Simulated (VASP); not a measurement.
# Vibrations of SiC (Moissanite 3C) at several levels of theory, part 2 of 3

Aim: the vibrations of SiC (Moissanite 3C) at the zone centre, at several levels of theory. The starting structure is a measured crystal structure from the Crystallography Open Database.

VASP 6.6.1.

Results so far: LDA T2 796.1 cm⁻¹.

## Step 3: Modes with LDA at the measured cell

Level of this step: LDA; plane waves and PAW (Si, C) (VASP).

A relaxation of the atoms in the fixed cell, not shown, had nothing to move.

INCAR reads:

```
SYSTEM = SiC
PREC = Accurate
ENCUT = 520
EDIFF = 1E-08
NELM = 100
ISMEAR = 0
SIGMA = 0.03
LREAL = .FALSE.
ALGO = Normal
GGA = CA
NBANDS = 10
LORBIT = 11
LWAVE = .FALSE.
LCHARG = .FALSE.
KPAR = 2
IBRION = 8
LEPSILON = .TRUE.
ISIF = 2
```

POSCAR reads:

```
SiC
1.0
    0.0000000000      2.1790000000      2.1790000000
    2.1790000000      0.0000000000      2.1790000000
    2.1790000000      2.1790000000      0.0000000000
Si C
1 1
Direct
    0.0000000000      0.0000000000      0.0000000000
    0.7500000000      0.7500000000      0.7500000000
```

KPOINTS reads:

```
Automatic mesh
0
Gamma
12 12 12
0 0 0
```

PAW data sets: Si and C (LDA family, release 64).

Run with:

```sh
> mpirun -np 2 vasp_std
```

Output:

```text
[... set-up lines as in an earlier step ...]
 entering main loop
       N       E                     dE             d eps       ncg     rms          rms(c)
DAV:   1     0.225521999207E+01    0.22552E+01   -0.39597E+03  1512   0.665E+02
DAV:   2    -0.180825308786E+02   -0.20338E+02   -0.19277E+02  1910   0.113E+02
DAV:   3    -0.186697615973E+02   -0.58723E+00   -0.58657E+00  1704   0.169E+01
DAV:   4    -0.186723593001E+02   -0.25977E-02   -0.25975E-02  1668   0.145E+00
[...]
DAV:  11    -0.166380728752E+02   -0.24354E-06   -0.37264E-06  1710   0.127E-02    0.126E-02
DAV:  12    -0.166380726487E+02    0.22649E-06   -0.66154E-07  1508   0.426E-03    0.685E-04
DAV:  13    -0.166380726523E+02   -0.36435E-08   -0.27680E-08  1584   0.109E-03
   1 F= -.16638073E+02 E0= -.16638073E+02  d E =-.157184E-13
 Linear response reoptimize wavefunctions to high precision
DAV:   1    -0.166380726554E+02   -0.30440E-08   -0.43807E-10  1062   0.148E-04
DAV:   2    -0.166380726554E+02    0.31832E-11   -0.13732E-11   760   0.321E-05
 Linear response G [H, r] |phi>, progress :
  Direction:   1
[...]
RMM:  10    -0.142474653418E-01    0.77323E-08    0.18636E-09  9137   0.376E-06    0.104E-06
 first order change of Fermi-energy   0.35405E-04
 force on displaced ion       1 direction 1 : -18.819  -0.000  -0.000
 Born effective charge ion    1 direction 1 :   2.699   0.000   0.000
 Linear response progress:
  Degree of freedom:   2/  2
       N       E                     dE             d eps       ncg     rms          rms(c)
RMM:   1    -0.125842772212E+00   -0.12584E+00    0.55820E-02 12266   0.208E+00
RMM:   2    -0.122818320510E+00    0.30245E-02   -0.26153E-03  8563   0.407E-01    0.203E-01
RMM:   3    -0.122857445590E+00   -0.39125E-04   -0.75993E-04  8397   0.170E-01    0.100E-01
RMM:   4    -0.123878715983E+00   -0.10213E-02   -0.58434E-04  8452   0.142E-01    0.185E-02
[...]
RMM:   9    -0.123857567351E+00    0.58889E-07    0.15419E-08  9735   0.268E-05    0.343E-06
RMM:  10    -0.123857587046E+00   -0.19695E-07    0.11532E-08  9556   0.616E-06    0.187E-06
RMM:  11    -0.123857585834E+00    0.12127E-08    0.28618E-09  7504   0.358E-06    0.165E-07
 first order change of Fermi-energy   0.88297E-04
 force on displaced ion       2 direction 1 : -18.817  -0.000  -0.000
 Born effective charge ion    2 direction 1 :  -2.701   0.000   0.000
 Born effective charges drift removed
 Linear response finished
```

It took 3.2 min on 2 MPI ranks of AMD EPYC 7R43, shared host; peak memory 0.43 GiB; 6.4 min of CPU time.

OUTCAR, selected parts (step 3):

```text
  Total       -0.5208986     -0.5208986     -0.5208986      0.0000000      0.0000000      0.0000000
  in kB      -40.3331443    -40.3331443    -40.3331443      0.0000000      0.0000000      0.0000000
  external PRESSURE =     -40.3331443 kB  Pullay stress =       0.0000000 kB

 POSITION                                       TOTAL-FORCE (eV/Angst)
 -----------------------------------------------------------------------------------
      0.00000      0.00000      0.00000        -0.000000     -0.000000     -0.000000
      3.26850      3.26850      3.26850         0.000000      0.000000      0.000000
 -----------------------------------------------------------------------------------
    total drift:                               -0.000000     -0.000000     -0.000000

 MACROSCOPIC STATIC DIELECTRIC TENSOR (including local field effects in DFT)
 ------------------------------------------------------
           6.992498    -0.000000    -0.000000
           0.000000     6.992498    -0.000000
          -0.000000    -0.000000     6.992498
 ------------------------------------------------------

 MACROSCOPIC STATIC DIELECTRIC TENSOR IONIC CONTRIBUTION
 ------------------------------------------------------
           3.389174     0.000000     0.000000
           0.000000     3.389174     0.000000
           0.000000     0.000000     3.389174
 ------------------------------------------------------

[... 1 part as in an earlier step ...]

[... 1 further part left out ...]
```

With LDA at the measured cell the mode is T2 779.9 cm⁻¹, -16.2 cm⁻¹ from LDA.

## Step 4: Modes with PBEsol

PBEsol restores the gradient expansion of exchange and is tuned for the cells of solids. The cell comes from a relaxation at this level, not shown (20.71 Å³).

Changes to INCAR since step 3:

```diff
@@ -9,3 +9,3 @@
 ALGO = Normal
-GGA = CA
+GGA = PS
 NBANDS = 10
```

POSCAR reads:

```
SiC
1.0
    0.0000000000      2.1795354602      2.1795354602
    2.1795354602      0.0000000000      2.1795354602
    2.1795354602      2.1795354602      0.0000000000
Si C
1 1
Direct
    0.0000000000      0.0000000000      0.0000000000
    0.7500000000      0.7500000000      0.7500000000
```

KPOINTS is that of step 3.

The projector-augmented-wave data sets are Si and C (PBE family, release 64).

Run with:

```sh
> mpirun -np 2 vasp_std
```

Output:

```text
[banner, memory and clock lines left out]
running    2 mpi-ranks, on    1 nodes
[...]
|                                                                             |
|               ----> ADVICE to this user running VASP <----                  |
|                                                                             |
|     You enforced a specific xc type in the INCAR file but a different       |
|     [... a line on the potential file left out ...]
|     I HOPE YOU KNOW WHAT YOU ARE DOING!                                     |
|                                                                             |

 LDA part: xc-table for (Slater+PW92), standard interpolation
 POSCAR, INCAR and KPOINTS ok, starting setup
[...]
entering main loop
       N       E                     dE             d eps       ncg     rms          rms(c)
DAV:   1     0.408643376712E+01    0.40864E+01   -0.39936E+03  1480   0.673E+02
DAV:   2    -0.170344941251E+02   -0.21121E+02   -0.19919E+02  1942   0.113E+02
[...]
RMM:   8    -0.138047080589E-01   -0.84916E-08   -0.13341E-08  9556   0.499E-05    0.165E-05
 first order change of Fermi-energy   0.28432E-04
 force on displaced ion       1 direction 1 : -19.161   0.000   0.000
 Born effective charge ion    1 direction 1 :   2.703   0.000   0.000
 Linear response progress:
  Degree of freedom:   2/  2
       N       E                     dE             d eps       ncg     rms          rms(c)
RMM:   1    -0.125620769859E+00   -0.12562E+00    0.63827E-02 12356   0.204E+00
RMM:   2    -0.123310639331E+00    0.23101E-02   -0.24013E-03  8565   0.389E-01    0.194E-01
RMM:   3    -0.123431016034E+00   -0.12038E-03   -0.69315E-04  8386   0.162E-01    0.968E-02
RMM:   4    -0.124456268048E+00   -0.10253E-02   -0.53456E-04  8406   0.137E-01    0.188E-02
[...]
RMM:   8    -0.124438732955E+00   -0.60738E-06    0.25802E-09  9438   0.901E-05    0.282E-05
RMM:   9    -0.124438673208E+00    0.59747E-07    0.11847E-08  9630   0.326E-05    0.308E-06
RMM:  10    -0.124438678524E+00   -0.53166E-08    0.40892E-09  9280   0.518E-06    0.201E-06
 first order change of Fermi-energy   0.10321E-03
 force on displaced ion       2 direction 1 : -19.160   0.000   0.000
 Born effective charge ion    2 direction 1 :  -2.704   0.000   0.000
 Born effective charges drift removed
 Linear response finished
```

It took 3.2 min on 2 MPI ranks; peak memory 0.44 GiB; 6.4 min of CPU time.

From OUTCAR (step 4):

```text
  Total        0.0009233      0.0009233      0.0009233     -0.0000000      0.0000000     -0.0000000
  in kB        0.0714345      0.0714345      0.0714345     -0.0000000      0.0000000     -0.0000000
  external PRESSURE =       0.0714345 kB  Pullay stress =       0.0000000 kB

 POSITION                                       TOTAL-FORCE (eV/Angst)
 -----------------------------------------------------------------------------------
      0.00000      0.00000      0.00000        -0.000000      0.000000     -0.000000
      3.26930      3.26930      3.26930         0.000000     -0.000000      0.000000
 -----------------------------------------------------------------------------------
    total drift:                               -0.000000     -0.000000     -0.000000

 MACROSCOPIC STATIC DIELECTRIC TENSOR (including local field effects in DFT)
 ------------------------------------------------------
           7.067042     0.000000     0.000000
          -0.000000     7.067042     0.000000
           0.000000    -0.000000     7.067042
 ------------------------------------------------------

 MACROSCOPIC STATIC DIELECTRIC TENSOR IONIC CONTRIBUTION
 ------------------------------------------------------
           3.334768     0.000000    -0.000000
           0.000000     3.334768     0.000000
          -0.000000     0.000000     3.334768
 ------------------------------------------------------

[... 1 part as in an earlier step ...]

[... 1 further part left out ...]
```

With PBEsol the mode is T2 787.0 cm⁻¹, -9.1 cm⁻¹ from LDA.

## Step 5: Modes with PBE

PBE, the usual starting point, adds the gradient of the density. The cell comes from a relaxation at this level, not shown (21.00 Å³).

Changes to INCAR since step 4:

```diff
@@ -9,3 +9,3 @@
 ALGO = Normal
-GGA = PS
+GGA = PE
 NBANDS = 10
```

POSCAR reads:

```
SiC
1.0
    0.0000000000      2.1897016013      2.1897016013
    2.1897016013      0.0000000000      2.1897016013
    2.1897016013      2.1897016013      0.0000000000
Si C
1 1
Direct
    0.0000000000      0.0000000000      0.0000000000
    0.7500000000      0.7500000000      0.7500000000
```

KPOINTS is that of step 4.

Run with:

```sh
> mpirun -np 2 vasp_std
```

Output:

```text
[banner, memory and clock lines left out]
running    2 mpi-ranks, on    1 nodes
[...]
LDA part: xc-table for (Slater+PW92), standard interpolation
 POSCAR, INCAR and KPOINTS ok, starting setup
[...]
entering main loop
       N       E                     dE             d eps       ncg     rms          rms(c)
DAV:   1     0.383758055265E+01    0.38376E+01   -0.39757E+03  1488   0.675E+02
DAV:   2    -0.162245173241E+02   -0.20062E+02   -0.19160E+02  1856   0.109E+02
DAV:   3    -0.168725465505E+02   -0.64803E+00   -0.64684E+00  1706   0.178E+01
DAV:   4    -0.168752405429E+02   -0.26940E-02   -0.26938E-02  1662   0.144E+00
[...]
DAV:  13    -0.150609615270E+02   -0.41667E-07   -0.79517E-08  1600   0.216E-03    0.107E-03
DAV:  14    -0.150609615110E+02    0.15929E-07   -0.60561E-09  1032   0.562E-04    0.347E-04
DAV:  15    -0.150609615125E+02   -0.15248E-08   -0.71601E-10   744   0.203E-04
   1 F= -.15060962E+02 E0= -.15060962E+02  d E =-.410370E-16
 Linear response reoptimize wavefunctions to high precision
[...]
RMM:  11    -0.138546454681E-01    0.11646E-09    0.21364E-09  7233   0.133E-06    0.203E-07
 first order change of Fermi-energy   0.35294E-04
 force on displaced ion       1 direction 1 : -18.576  -0.000  -0.000
 Born effective charge ion    1 direction 1 :   2.689   0.000   0.000
 Linear response progress:
  Degree of freedom:   2/  2
       N       E                     dE             d eps       ncg     rms          rms(c)
RMM:   1    -0.125650972935E+00   -0.12565E+00    0.68142E-02 12331   0.206E+00
RMM:   2    -0.123326875252E+00    0.23241E-02   -0.24267E-03  8570   0.392E-01    0.194E-01
RMM:   3    -0.123529449616E+00   -0.20257E-03   -0.67671E-04  8350   0.163E-01    0.970E-02
RMM:   4    -0.124641159882E+00   -0.11117E-02   -0.53222E-04  8331   0.139E-01    0.198E-02
[...]
RMM:  10    -0.124634340467E+00    0.20367E-07   -0.81322E-09  9912   0.719E-06    0.327E-06
RMM:  11    -0.124634352170E+00   -0.11703E-07   -0.59921E-09  8363   0.601E-06    0.259E-07
RMM:  12    -0.124634350863E+00    0.13077E-08   -0.15712E-09  6011   0.157E-06    0.964E-08
 first order change of Fermi-energy   0.11661E-03
 force on displaced ion       2 direction 1 : -18.579   0.000   0.000
 Born effective charge ion    2 direction 1 :  -2.691   0.000   0.000
 Born effective charges drift removed
 Linear response finished
```

Wall time 3.8 min (2 MPI ranks); peak memory 0.45 GiB.

OUTCAR, selected parts (step 5):

```text
  Total       -0.0003802     -0.0003802     -0.0003802      0.0000000     -0.0000000      0.0000000
  in kB       -0.0290120     -0.0290120     -0.0290120      0.0000000     -0.0000000      0.0000000
  external PRESSURE =      -0.0290120 kB  Pullay stress =       0.0000000 kB

 POSITION                                       TOTAL-FORCE (eV/Angst)
 -----------------------------------------------------------------------------------
      0.00000      0.00000      0.00000         0.000000      0.000000      0.000000
      3.28455      3.28455      3.28455        -0.000000     -0.000000     -0.000000
 -----------------------------------------------------------------------------------
    total drift:                               -0.000000     -0.000000     -0.000000

 MACROSCOPIC STATIC DIELECTRIC TENSOR (including local field effects in DFT)
 ------------------------------------------------------
           7.004675     0.000000     0.000000
           0.000000     7.004675     0.000000
           0.000000     0.000000     7.004675
 ------------------------------------------------------

 MACROSCOPIC STATIC DIELECTRIC TENSOR IONIC CONTRIBUTION
 ------------------------------------------------------
           3.357269    -0.000000     0.000000
          -0.000000     3.357269     0.000000
           0.000000     0.000000     3.357269
 ------------------------------------------------------

[... 1 part as in an earlier step ...]

[... 1 further part left out ...]
```

With PBE the mode is T2 774.9 cm⁻¹, -21.2 cm⁻¹ from LDA.

## Step 6: Modes with PBEsol + D3(BJ)

D3 with Becke-Johnson damping keeps a finite attraction at short range. The cell comes from a relaxation at this level, not shown (20.35 Å³).

Changes to INCAR since step 5:

```diff
@@ -9,3 +9,4 @@
 ALGO = Normal
-GGA = PE
+GGA = PS
+IVDW = 12
 NBANDS = 10
@@ -15,4 +16,6 @@
 KPAR = 2
-IBRION = 8
-LEPSILON = .TRUE.
+IBRION = 6
+NFREE = 2
+POTIM = 0.015
+NSW = 1
 ISIF = 2
```

POSCAR reads:

```
SiC
1.0
    0.0000000000      2.1670920554      2.1670920554
    2.1670920554      0.0000000000      2.1670920554
    2.1670920554      2.1670920554      0.0000000000
Si C
1 1
Direct
    0.0000000000      0.0000000000      0.0000000000
    0.7500000000      0.7500000000      0.7500000000
```

KPOINTS is that of step 5.

Run with:

```sh
> mpirun -np 2 vasp_std
```

Output:

```text
[banner, memory and clock lines left out]
running    2 mpi-ranks, on    1 nodes
[...]
[... a notice as in an earlier step ...]

 LDA part: xc-table for (Slater+PW92), standard interpolation
 POSCAR, INCAR and KPOINTS ok, starting setup
[...]
entering main loop
       N       E                     dE             d eps       ncg     rms          rms(c)
DAV:   1     0.382579437543E+01    0.38258E+01   -0.40264E+03  1464   0.676E+02
DAV:   2    -0.170513084308E+02   -0.20877E+02   -0.20062E+02  1870   0.111E+02
DAV:   3    -0.177518838127E+02   -0.70058E+00   -0.69933E+00  1698   0.182E+01
DAV:   4    -0.177547940289E+02   -0.29102E-02   -0.29099E-02  1662   0.147E+00
[...]
DAV:  12    -0.159107724793E+02   -0.23977E-06   -0.48503E-07  1560   0.475E-03    0.521E-04
DAV:  13    -0.159107725092E+02   -0.29888E-07   -0.13934E-08  1436   0.873E-04    0.774E-04
DAV:  14    -0.159107725124E+02   -0.32386E-08   -0.23603E-09   768   0.328E-04
   1 F= -.16402440E+02 E0= -.16402440E+02  d E =-.351892E-11
[... from here on, the cycles between the ionic steps are left out ...]
   2 F= -.16400201E+02 E0= -.16400201E+02  d E =-.615833E-19
   3 F= -.16400201E+02 E0= -.16400201E+02  d E =-.621562E-19
   4 F= -.16400201E+02 E0= -.16400201E+02  d E =-.622064E-19
   5 F= -.16400201E+02 E0= -.16400201E+02  d E =-.612603E-19
 Finite differences progress:
  Degree of freedom:   2/  2
  Displacement:        2/  2
  Total:               4/  4
```

Wall time 64 s (2 MPI ranks); peak memory 0.38 GiB; 2.1 min of CPU time.

Parts of OUTCAR (step 6):

```text
 Edisp (eV)   -0.49167

 Edisp (eV)   -0.49167

  Total       0.00012     0.00600     0.00600     0.00000    -0.14261     0.00000
  in kB       0.00928     0.47214     0.47214     0.00000   -11.22523     0.00000
  external pressure =        0.32 kB  Pullay stress =        0.00 kB

 POSITION                                       TOTAL-FORCE (eV/Angst)
 -----------------------------------------------------------------------------------
      0.00000      0.00000      0.00000        -0.298565     -0.000000     -0.000000
      3.23564      3.25064      3.25064         0.298565      0.000000      0.000000
 -----------------------------------------------------------------------------------
    total drift:                                0.000104     -0.000000     -0.000000

  FREE ENERGIE OF THE ION-ELECTRON SYSTEM (eV)
  ---------------------------------------------------
  free  energy   TOTEN  =       -16.4002009416 eV

  energy  without entropy=      -16.4002009416  energy(sigma->0) =      -16.40020094

[... 1 part as in an earlier step ...]

[... 2 further parts left out ...]
[key lines of the parts left out:]
E-fermi :   8.4840
```

The last energy, forces and stress in OUTCAR belong to the last displaced cell, not to that of POSCAR.

With PBEsol + D3(BJ) the mode is T2 802.1 cm⁻¹, +6.0 cm⁻¹ from LDA.

## Step 7: Modes with r2SCAN

r2SCAN adds the kinetic-energy density, costs more than a GGA and is run with LASPH. The cell comes from a relaxation at this level, not shown (20.65 Å³).

Changes to INCAR since step 6:

```diff
@@ -9,4 +9,4 @@
 ALGO = Normal
-GGA = PS
-IVDW = 12
+METAGGA = R2SCAN
+LASPH = .TRUE.
 NBANDS = 10
```

POSCAR reads:

```
SiC
1.0
    0.0000000000      2.1775659223      2.1775659223
    2.1775659223      0.0000000000      2.1775659223
    2.1775659223      2.1775659223      0.0000000000
Si C
1 1
Direct
    0.0000000000      0.0000000000      0.0000000000
    0.7500000000      0.7500000000      0.7500000000
```

KPOINTS is that of step 6.

Run with:

```sh
> mpirun -np 2 vasp_std
```

Output:

```text
[banner, memory and clock lines left out]
running    2 mpi-ranks, on    1 nodes
[...]
[... a notice as in an earlier step ...]

 LDA part: xc-table for (None), standard interpolation
 POSCAR, INCAR and KPOINTS ok, starting setup
[...]
entering main loop
       N       E                     dE             d eps       ncg     rms          rms(c)
DAV:   1    -0.191471176096E+00   -0.19147E+00   -0.42405E+03  1488   0.695E+02
DAV:   2    -0.216319163182E+02   -0.21440E+02   -0.20282E+02  1850   0.114E+02
DAV:   3    -0.223257044518E+02   -0.69379E+00   -0.69225E+00  1718   0.182E+01
DAV:   4    -0.223284477611E+02   -0.27433E-02   -0.27431E-02  1606   0.141E+00
[...]
DAV:  11    -0.193270643127E+02    0.81067E-06   -0.80234E-07  1866   0.716E-03    0.461E-03
DAV:  12    -0.193270645191E+02   -0.20636E-06   -0.12591E-07  1548   0.352E-03    0.244E-04
DAV:  13    -0.193270645136E+02    0.54529E-08   -0.17923E-09   938   0.349E-04
   1 F= -.19327065E+02 E0= -.19327065E+02  d E =-.630021E-11
[... from here on, the cycles between the ionic steps are left out ...]
   2 F= -.19324848E+02 E0= -.19324848E+02  d E =-.198775E-17
   3 F= -.19324848E+02 E0= -.19324848E+02  d E =-.198752E-17
   4 F= -.19324847E+02 E0= -.19324847E+02  d E =-.199758E-17
   5 F= -.19324847E+02 E0= -.19324847E+02  d E =-.199284E-17
 Finite differences progress:
  Degree of freedom:   2/  2
  Displacement:        2/  2
  Total:               4/  4
```

Elapsed: 5.3 min, on 2 MPI ranks; peak memory 0.36 GiB; 11 min of CPU time.

From OUTCAR (step 7):

```text
  Total        0.0002372      0.0056324      0.0056324      0.0000000     -0.1143845      0.0000000
  in kB        0.0184025      0.4369758      0.4369758      0.0000000     -8.8742962      0.0000000
  external PRESSURE =       0.2974513 kB  Pullay stress =       0.0000000 kB

 POSITION                                       TOTAL-FORCE (eV/Angst)
 -----------------------------------------------------------------------------------
      0.00000      0.00000      0.00000        -0.295699      0.000000      0.000000
      3.25135      3.26635      3.26635         0.295699      0.000000      0.000000
 -----------------------------------------------------------------------------------
    total drift:                                0.000123      0.000001      0.000001

  FREE ENERGIE OF THE ION-ELECTRON SYSTEM (eV)
  ---------------------------------------------------
  free  energy   TOTEN  =       -19.3248473079 eV

  energy  without entropy=      -19.3248473079  energy(sigma->0) =      -19.32484731

[... 1 part as in an earlier step ...]

[... 2 further parts left out ...]
[key lines of the parts left out:]
E-fermi :   8.2410
```

With r2SCAN the mode is T2 798.2 cm⁻¹, +2.1 cm⁻¹ from LDA.

[end of part 2 of 3]

[Lines on the potential files, build, host, timing and source positions are cut from VASP's logs without a mark.]

[Logs are printed without paths, hosts, clocks, repeated set-up lines and the standing remarks that a program may print on its own settings, such as how far it seeks lower states.]

[Hosts, paths, dates, database ids (printed as entryN), source tags and the programs' standing remarks are cut or masked in the printed files.]
